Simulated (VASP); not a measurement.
# Si (P6_3/mmc) in VASP: notebook

Runs on Si. Level: PBE. Tasks: single point.

Everything below comes from runs of VASP 6.6.1. Logs are shortened: lines on timing, memory, paths and dates and some standing lists are left out, and cuts for length are marked.

**1. Starting point**

Symmetry: P6_3/mmc, No. 194, hexagonal system. The conventional cell has a = 3.831 Å, b = 3.831 Å, c = 6.333 Å, α = 90.00°, β = 90.00°, γ = 120.00°. Around Si (site symmetry 3m) lie 4 Si at 2.35 to 2.37 Å.

This isn't the form of Si at room conditions, which is diamond.

**2. Single point, PBE**

Contents of INCAR:

```
PREC = Accurate
ENCUT = 400
EDIFF = 1E-6
ISMEAR = 0
SIGMA = 0.05
LREAL = F
LASPH = T
NELM = 100
ALGO = Normal
ISIF = 2
LWAVE = F
LCHARG = F
GGA = PE
NBANDS = 16
ADDGRID = F
```

Contents of KPOINTS:

```
Automatic mesh
0
Gamma
  3 3 2
```

Contents of POSCAR:

```
Si
1.0
    3.8313174605      0.0000000000      0.0000000000
   -1.9156587303      3.3180182508      0.0000000000
    0.0000000000      0.0000000000      6.3326220002
Si
4
Direct
    0.6666666667      0.3333333333      0.9369905000
    0.3333333333      0.6666666667      0.4369905000
    0.6666666667      0.3333333333      0.5630095000
    0.3333333333      0.6666666667      0.0630095000
```

Potentials or basis: VASP PAW PBE potentials, release 64 (Si).

Run with:

```console
cat potpaw_PBE.64/Si/POTCAR > POTCAR
mpirun -np 1 vasp_std > vasp.out
```

OUTCAR:

```text
PREC = Accurate
   ENCUT = 400
   EDIFF = 1E-6
   ISMEAR = 0
   LREAL = F
   LASPH = T
   NELM = 100
   ISIF = 2
   GGA = PE

 Found      6 irreducible k-points:

 Following reciprocal coordinates:
            Coordinates               Weight
  0.000000  0.000000  0.000000      1.000000
  0.333333 -0.000000  0.000000      6.000000
  0.333333  0.333333  0.000000      2.000000
  0.000000  0.000000  0.500000      1.000000
  0.333333 -0.000000  0.500000      6.000000
  0.333333  0.333333  0.500000      2.000000
   k-points           NKPTS =      6   k-points in BZ     NKDIM =      6   number of bands    NBANDS=     16
   number of dos      NEDOS =    301   number of ions     NIONS =      4
   total plane-waves  NPLWV =  32928
   dimension x,y,z NGX =    28 NGY =   28 NGZ =   42
   dimension x,y,z NGXF=    56 NGYF=   56 NGZF=   84
   ions per type =               4
   NGX,Y,Z   is equivalent  to a cutoff of  12.15, 12.15, 11.03 a.u.
   NGXF,Y,Z  is equivalent  to a cutoff of  24.30, 24.30, 22.05 a.u.
 SYSTEM =  unknown system
   PREC   = accura    normal or accurate (medium, high low for compatibility)
   ISTART =      0    job   : 0-new  1-cont  2-samecut
   ICHARG =      2    charge: 1-file 2-atom 10-const
   ISPIN  =      1    spin polarized calculation?
   LNONCOLLINEAR =      F non collinear calculations
   LSORBIT =      F    spin-orbit coupling
   LASPH  =      T    aspherical Exc in radial PAW
   ENCUT  =  400.0 eV  29.40 Ry    5.42 a.u.   6.25  6.25 10.33*2*pi/ulx,y,z
   NELM   =    100;   NELMIN=  2; NELMDL= -5     # of ELM steps
   EDIFF  = 0.1E-05   stopping-criterion for ELM
   LREAL  =      F    real-space projection
   EDIFFG = 0.1E-04   stopping-criterion for IOM
   NSW    =      0    number of steps for IOM
   IBRION =     -1    ionic relax: 0-MD 1-quasi-New 2-CG
   NFREE  =      0    steps in history (QN), initial steepest desc. (CG)
   ISIF   =      2    stress and relaxation
   ISYM   =      2    0-nonsym 1-usesym 2-fastsym
   POTIM  = 0.5000    time-step for ionic-motion
   TEBEG  =    0.0;   TEEND  =   0.0 temperature during run
   PSTRESS=    0.0 pullay stress
   NELECT =      16.0000    total number of electrons
   NUPDOWN=      -1.0000    fix difference up-down
   EMIN   =  10.00;   EMAX   =-10.00  energy-range for DOS
   EFERMI =   0.00;   METHOD = LEGACY
   ISMEAR =     0;   SIGMA  =   0.05  broadening in eV -4-tet -1-fermi 0-gaus
   EFERMI_NEDOS =   21; number of points for ismear=-14 and -15
   IALGO  =     38    algorithm
   IMIX   =      4    mixing-type and parameters
     AMIX     =   0.40;   BMIX     =  1.00
     AMIX_MAG =   1.60;   BMIX_MAG =  1.00
  volume/ion in A,a.u.               =      20.13       135.81
  Fermi-wavevector in a.u.,A,eV,Ry     =   0.955384  1.805414 12.418837  0.912759
  Thomas-Fermi vector in A             =   2.084217
   LORBIT       =      0    0 simple, 1 ext, 2 COOP (PROOUT), +10 PAW based schemes
   GGA     = PE    functional components
   LHFCALC =     F    Hartree Fock is set to
   AEXX    =    0.0000 exact exchange contribution
   IVDW    =     0    specifies the selected vdW correction
   LEPSILON=     F    determine dielectric tensor
   LRPA    =     F    only Hartree local field effects (RPA)
 non-spin polarized calculation
 Gauss-broadening in eV      SIGMA  =   0.05
  energy-cutoff  :      400.00
  volume of cell :       80.50
 maximum number of plane-waves:      1473
 NGX is ok and might be reduce to    28
   NGX = 13   NGY = 13   NGZ = 21

 number of electron      15.9999999 magnetization

 Free energy of the ion-electron system (eV)
  ---------------------------------------------------
  ext. energy  EPLUGINS =         0.00000000
  ---------------------------------------------------
  free energy    TOTEN  =       -21.02089330 eV

  energy without entropy =      -21.02089330  energy(sigma->0) =      -21.02089330

 E-fermi :   6.3335     XC(G=0):  -9.3499

 val. band max:        6.0894664385   @ k =   0.0000   0.0000   0.0000
 cond. band min:       6.7982325605   @ k =   0.3333  -0.0000   0.0000
 fundamental gap:      0.7087661220
 Fermi energy:         6.3334515535

 k-point     1 :       0.0000    0.0000    0.0000
  band No.  band energies     occupation
      1      -6.1165      2.00000
      2      -3.8282      2.00000
      3      -1.1412      2.00000
      4       4.5650      2.00000
      5       4.5650      2.00000
      6       5.7299      2.00000
[... 8 lines left out ...]
     15      10.2329      0.00000
     16      11.9824      0.00000

 k-point     2 :       0.3333   -0.0000    0.0000
  band No.  band energies     occupation
      1      -4.8769      2.00000
      2      -2.5523      2.00000
      3      -1.2711      2.00000
      4       1.1670      2.00000
      5       1.6887      2.00000
      6       3.2960      2.00000
[... 8 lines left out ...]
     15      13.0555      0.00000
     16      13.1652      0.00000

 k-point     3 :       0.3333    0.3333    0.0000
  band No.  band energies     occupation
      1      -2.9612      2.00000
      2      -2.9612      2.00000
      3      -0.4972      2.00000
      4      -0.4972      2.00000
      5       0.8928      2.00000
      6       2.4919      2.00000
[... 8 lines left out ...]
     15      11.8970      0.00000
     16      11.8970      0.00000

 k-point     4 :       0.0000    0.0000    0.5000
  band No.  band energies     occupation
      1      -5.3275      2.00000
      2      -5.3275      2.00000
      3       1.8463      2.00000
      4       1.8463      2.00000
      5       5.1583      2.00000
      6       5.1583      2.00000
[... 8 lines left out ...]
     15      12.9069      0.00000
     16      12.9069      0.00000

 k-point     5 :       0.3333   -0.0000    0.5000
  band No.  band energies     occupation
      1      -4.1074      2.00000
      2      -4.1074      2.00000
      3       0.1808      2.00000
      4       0.1808      2.00000
      5       3.2835      2.00000
      6       3.2835      2.00000
[... 8 lines left out ...]
     15      13.4621      0.00000
     16      13.4621      0.00000

 k-point     6 :       0.3333    0.3333    0.5000
  band No.  band energies     occupation
      1      -2.6700      2.00000
      2      -2.6700      2.00000
      3      -1.3378      2.00000
      4      -1.3378      2.00000
      5       1.5956      2.00000
      6       1.5956      2.00000
[... 8 lines left out ...]
     15      12.3720      0.00000
     16      12.3720      0.00000

------------------------ aborting loop because EDIFF is reached ----------------------------------------

  FORCE on cell =-STRESS in cart. coord.  units (eV):
  Direction    XX          YY          ZZ          XY          YZ          ZX
  --------------------------------------------------------------------------------------
  -------------------------------------------------------------------------------------
  Total        1.7560363      1.7560363      0.2716974     -0.0000000     -0.0000000      0.0000000
  in kB       34.9489062     34.9489062      5.4073639     -0.0000000     -0.0000000      0.0000000
  external PRESSURE =      25.1017254 kB  Pullay stress =       0.0000000 kB

 VOLUME and BASIS-vectors are now :
 -----------------------------------------------------------------------------
  energy-cutoff  :      400.00
  volume of cell :       80.50
      direct lattice vectors                 reciprocal lattice vectors
     3.831317461  0.000000000  0.000000000     0.261006823  0.150692360  0.000000000
    -1.915658730  3.318018251  0.000000000     0.000000000  0.301384720  0.000000000
     0.000000000  0.000000000  6.332622000     0.000000000  0.000000000  0.157912473

 POSITION                                       TOTAL-FORCE (eV/Angst)
 -----------------------------------------------------------------------------------
      1.91566      1.10601      5.93361        -0.000000      0.000000      0.113434
     -0.00000      2.21201      2.76730         0.000000     -0.000000      0.113434
      1.91566      1.10601      3.56533        -0.000000      0.000000     -0.113434
     -0.00000      2.21201      0.39902         0.000000     -0.000000     -0.113434
 -----------------------------------------------------------------------------------
    total drift:                                0.000000     -0.000000      0.000000

  FREE ENERGIE OF THE ION-ELECTRON SYSTEM (eV)
  ---------------------------------------------------
  free  energy   TOTEN  =       -21.0208933017 eV

  energy  without entropy=      -21.0208933017  energy(sigma->0) =      -21.02089330
```

It took 6.1 s on 1 thread of AMD EPYC 7R13 (Zen 3), shared host; peak memory 0.13 GiB.

These settings aren't checked as converged: the numbers below hold their error.

Results:

| Item | Value |
| --- | --- |
| Free energy | -21.0209 eV |
| Pressure | 2.5 GPa |
| Largest force | 0.113 eV/Å |
| Band gap on the k mesh | 0.71 eV, indirect (least direct gap 1.01 eV) |

Caveat: the k mesh is coarse (spacing up to 0.63 Å⁻¹), so the values aren't converged; an odd mesh through Γ misses points on the zone boundary, where band edges often lie.

**3. Single point, PBE**

INCAR is that of step 2.

KPOINTS is that of step 2.

Contents of POSCAR:

```
Si
1.0
    3.8313174605      0.0000000000      0.0000000000
   -1.9156587303      3.3180182508      0.0000000000
    0.0000000000      0.0000000000      6.3326220002
Si
4
Direct
    0.6655130000      0.3227030000      0.9380340000
    0.3547120000      0.6831860000      0.4293900000
    0.6599490000      0.3251260000      0.5656880000
    0.3139780000      0.6447660000      0.0617650000
```

Potentials or basis: VASP PAW PBE potentials, release 64 (Si).

Run with:

```console
cat potpaw_PBE.64/Si/POTCAR > POTCAR
mpirun -np 1 vasp_std > vasp.out
```

OUTCAR:

```text
PREC = Accurate
   ENCUT = 400
   EDIFF = 1E-6
   ISMEAR = 0
   LREAL = F
   LASPH = T
   NELM = 100
   ISIF = 2
   GGA = PE

 Found     10 irreducible k-points:

 Following reciprocal coordinates:
            Coordinates               Weight
  0.000000  0.000000  0.000000      1.000000
  0.333333 -0.000000  0.000000      2.000000
  0.000000  0.333333  0.000000      2.000000
 -0.333333  0.333333  0.000000      2.000000
  0.333333  0.333333  0.000000      2.000000
  0.000000  0.000000  0.500000      1.000000
   k-points           NKPTS =     10   k-points in BZ     NKDIM =     10   number of bands    NBANDS=     16
   number of dos      NEDOS =    301   number of ions     NIONS =      4
   total plane-waves  NPLWV =  32928
   dimension x,y,z NGX =    28 NGY =   28 NGZ =   42
   dimension x,y,z NGXF=    56 NGYF=   56 NGZF=   84
   ions per type =               4
   NGX,Y,Z   is equivalent  to a cutoff of  12.15, 12.15, 11.03 a.u.
   NGXF,Y,Z  is equivalent  to a cutoff of  24.30, 24.30, 22.05 a.u.
 SYSTEM =  unknown system
   PREC   = accura    normal or accurate (medium, high low for compatibility)
   ISTART =      0    job   : 0-new  1-cont  2-samecut
   ICHARG =      2    charge: 1-file 2-atom 10-const
   ISPIN  =      1    spin polarized calculation?
   LNONCOLLINEAR =      F non collinear calculations
   LSORBIT =      F    spin-orbit coupling
   LASPH  =      T    aspherical Exc in radial PAW
   ENCUT  =  400.0 eV  29.40 Ry    5.42 a.u.   6.25  6.25 10.33*2*pi/ulx,y,z
   NELM   =    100;   NELMIN=  2; NELMDL= -5     # of ELM steps
   EDIFF  = 0.1E-05   stopping-criterion for ELM
   LREAL  =      F    real-space projection
   EDIFFG = 0.1E-04   stopping-criterion for IOM
   NSW    =      0    number of steps for IOM
   IBRION =     -1    ionic relax: 0-MD 1-quasi-New 2-CG
   NFREE  =      0    steps in history (QN), initial steepest desc. (CG)
   ISIF   =      2    stress and relaxation
   ISYM   =      2    0-nonsym 1-usesym 2-fastsym
   POTIM  = 0.5000    time-step for ionic-motion
   TEBEG  =    0.0;   TEEND  =   0.0 temperature during run
   PSTRESS=    0.0 pullay stress
   NELECT =      16.0000    total number of electrons
   NUPDOWN=      -1.0000    fix difference up-down
   EMIN   =  10.00;   EMAX   =-10.00  energy-range for DOS
   EFERMI =   0.00;   METHOD = LEGACY
   ISMEAR =     0;   SIGMA  =   0.05  broadening in eV -4-tet -1-fermi 0-gaus
   EFERMI_NEDOS =   21; number of points for ismear=-14 and -15
   IALGO  =     38    algorithm
   IMIX   =      4    mixing-type and parameters
     AMIX     =   0.40;   BMIX     =  1.00
     AMIX_MAG =   1.60;   BMIX_MAG =  1.00
  volume/ion in A,a.u.               =      20.13       135.81
  Fermi-wavevector in a.u.,A,eV,Ry     =   0.955384  1.805414 12.418837  0.912759
  Thomas-Fermi vector in A             =   2.084217
   LORBIT       =      0    0 simple, 1 ext, 2 COOP (PROOUT), +10 PAW based schemes
   GGA     = PE    functional components
   LHFCALC =     F    Hartree Fock is set to
   AEXX    =    0.0000 exact exchange contribution
   IVDW    =     0    specifies the selected vdW correction
   LEPSILON=     F    determine dielectric tensor
   LRPA    =     F    only Hartree local field effects (RPA)
 non-spin polarized calculation
 Gauss-broadening in eV      SIGMA  =   0.05
  energy-cutoff  :      400.00
  volume of cell :       80.50
 maximum number of plane-waves:      1473
 NGX is ok and might be reduce to    28
   NGX = 13   NGY = 13   NGZ = 21

 number of electron      16.0000000 magnetization

 Free energy of the ion-electron system (eV)
  ---------------------------------------------------
  ext. energy  EPLUGINS =         0.00000000
  ---------------------------------------------------
  free energy    TOTEN  =       -20.89921719 eV

  energy without entropy =      -20.89921719  energy(sigma->0) =      -20.89921719

 E-fermi :   6.5853     XC(G=0):  -9.3529

 val. band max:        6.3948027217   @ k =   0.0000   0.0000   0.0000
 cond. band min:       6.7818785001   @ k =  -0.3333   0.3333   0.0000
 fundamental gap:      0.3870757784
 Fermi energy:         6.5852610293

 k-point     1 :       0.0000    0.0000    0.0000
  band No.  band energies     occupation
      1      -6.1285      2.00000
      2      -3.7855      2.00000
      3      -1.2435      2.00000
      4       4.5126      2.00000
      5       4.5726      2.00000
      6       5.5357      2.00000
[... 8 lines left out ...]
     15      10.3920      0.00000
     16      11.9313      0.00000

 k-point     2 :       0.3333   -0.0000    0.0000
  band No.  band energies     occupation
      1      -4.8992      2.00000
      2      -2.5410      2.00000
      3      -1.3142      2.00000
      4       1.0856      2.00000
      5       1.8679      2.00000
      6       3.2997      2.00000
[... 8 lines left out ...]
     15      12.9584      0.00000
     16      13.1366      0.00000

 k-point     3 :       0.0000    0.3333    0.0000
  band No.  band energies     occupation
      1      -4.8868      2.00000
      2      -2.5096      2.00000
      3      -1.3563      2.00000
      4       1.1517      2.00000
      5       1.6723      2.00000
      6       3.3330      2.00000
[... 8 lines left out ...]
     15      12.9973      0.00000
     16      13.1437      0.00000

 k-point     4 :      -0.3333    0.3333    0.0000
  band No.  band energies     occupation
      1      -4.8996      2.00000
      2      -2.5192      2.00000
      3      -1.3341      2.00000
      4       1.1493      2.00000
      5       1.7419      2.00000
      6       3.3345      2.00000
[... 8 lines left out ...]
     15      13.0390      0.00000
     16      13.1127      0.00000

 k-point     5 :       0.3333    0.3333    0.0000
  band No.  band energies     occupation
      1      -3.0399      2.00000
      2      -2.9623      2.00000
      3      -0.5234      2.00000
      4      -0.3893      2.00000
      5       0.9346      2.00000
      6       2.3947      2.00000
[... 8 lines left out ...]
     15      11.8951      0.00000
     16      12.0094      0.00000

 k-point     6 :       0.0000    0.0000    0.5000
  band No.  band energies     occupation
      1      -5.4380      2.00000
      2      -5.2177      2.00000
      3       1.7283      2.00000
      4       1.8056      2.00000
      5       4.8644      2.00000
      6       5.0264      2.00000
[... 8 lines left out ...]
     15      12.7183      0.00000
     16      12.9554      0.00000

 [... further k-points ...]

------------------------ aborting loop because EDIFF is reached ----------------------------------------

  FORCE on cell =-STRESS in cart. coord.  units (eV):
  Direction    XX          YY          ZZ          XY          YZ          ZX
  --------------------------------------------------------------------------------------
  -------------------------------------------------------------------------------------
  Total        1.4186395      1.9525661      0.7582693      0.0399300      0.9591544      0.7742731
  in kB       28.2339842     38.8602743     15.0911924      0.7946929     19.0892389     15.4097026
  external PRESSURE =      27.3951503 kB  Pullay stress =       0.0000000 kB

 VOLUME and BASIS-vectors are now :
 -----------------------------------------------------------------------------
  energy-cutoff  :      400.00
  volume of cell :       80.50
      direct lattice vectors                 reciprocal lattice vectors
     3.831317461  0.000000000  0.000000000     0.261006823  0.150692360  0.000000000
    -1.915658730  3.318018251  0.000000000     0.000000000  0.301384720  0.000000000
     0.000000000  0.000000000  6.332622000     0.000000000  0.000000000  0.157912473

 POSITION                                       TOTAL-FORCE (eV/Angst)
 -----------------------------------------------------------------------------------
      1.93160      1.07073      5.94021        -0.750630     -0.559073     -0.010334
      0.05026      2.26682      2.71916        -0.647128     -1.091404      0.775963
      1.90564      1.07877      3.58229         0.648142      1.075180     -0.526416
     -0.03220      2.13935      0.39113         0.749617      0.575298     -0.239212
 -----------------------------------------------------------------------------------
    total drift:                                0.000012     -0.000047     -0.000006

  FREE ENERGIE OF THE ION-ELECTRON SYSTEM (eV)
  ---------------------------------------------------
  free  energy   TOTEN  =       -20.8992171874 eV

  energy  without entropy=      -20.8992171858  energy(sigma->0) =      -20.89921719
```

OSZICAR:

```text
N       E                     dE             d eps       ncg     rms          rms(c)
DAV:   1     0.198581169667E+02    0.19858E+02   -0.51165E+03   320   0.666E+02
DAV:   2    -0.198859477509E+02   -0.39744E+02   -0.35415E+02   432   0.107E+02
DAV:   3    -0.213053554370E+02   -0.14194E+01   -0.14077E+01   424   0.197E+01
DAV:   4    -0.213219177701E+02   -0.16562E-01   -0.16558E-01   424   0.269E+00
DAV:   5    -0.213222361030E+02   -0.31833E-03   -0.31824E-03   432   0.342E-01    0.703E+00
DAV:   6    -0.210284762096E+02    0.29376E+00   -0.11979E-01   424   0.163E+00    0.430E+00
DAV:   7    -0.208949156006E+02    0.13356E+00   -0.26103E-01   400   0.250E+00    0.278E-01
DAV:   8    -0.208982287792E+02   -0.33132E-02   -0.18088E-02   392   0.683E-01    0.121E-01
DAV:   9    -0.208989889038E+02   -0.76012E-03   -0.77403E-04   440   0.158E-01    0.841E-02
DAV:  10    -0.208991840999E+02   -0.19520E-03   -0.14017E-04   368   0.606E-02    0.168E-02
DAV:  11    -0.208992150119E+02   -0.30912E-04   -0.33583E-05   416   0.312E-02    0.732E-03
DAV:  12    -0.208992169899E+02   -0.19780E-05   -0.18038E-06   424   0.735E-03    0.280E-03
DAV:  13    -0.208992171874E+02   -0.19748E-06   -0.62973E-07   368   0.421E-03
   1 F= -.20899217E+02 E0= -.20899217E+02  d E =-.160172E-08
```

stdout:

```text
POSCAR found type information on POSCAR Si
 POSCAR found :  1 types and       4 ions
 scaLAPACK will be used
 LDA part: xc-table for (Slater+PW92), standard interpolation
 POSCAR, INCAR and KPOINTS ok, starting setup
 FFT: planning ... GRIDC
 FFT: planning ... GRID_SOFT
 FFT: planning ... GRID
 WAVECAR not read
 entering main loop
```

Wall time 8.3 s (1 thread of AMD EPYC 7R13 (Zen 3), shared host); peak memory 0.13 GiB.

The run converged, but some of its settings lie outside the range that counts as converged, so its numbers aren't taken as properties of the crystal.

Results:

```
Free energy            : -20.8992 eV
Pressure               : 2.7 GPa
Largest force          : 1.487 eV/Å
Band gap on the k mesh : 0.39 eV, indirect (least direct gap 0.73 eV)
```

Caveat: the k mesh is coarse (spacing up to 0.63 Å⁻¹), so the values aren't converged; an odd mesh through Γ misses points on the zone boundary, where band edges often lie.

[end of part 1 of 2]
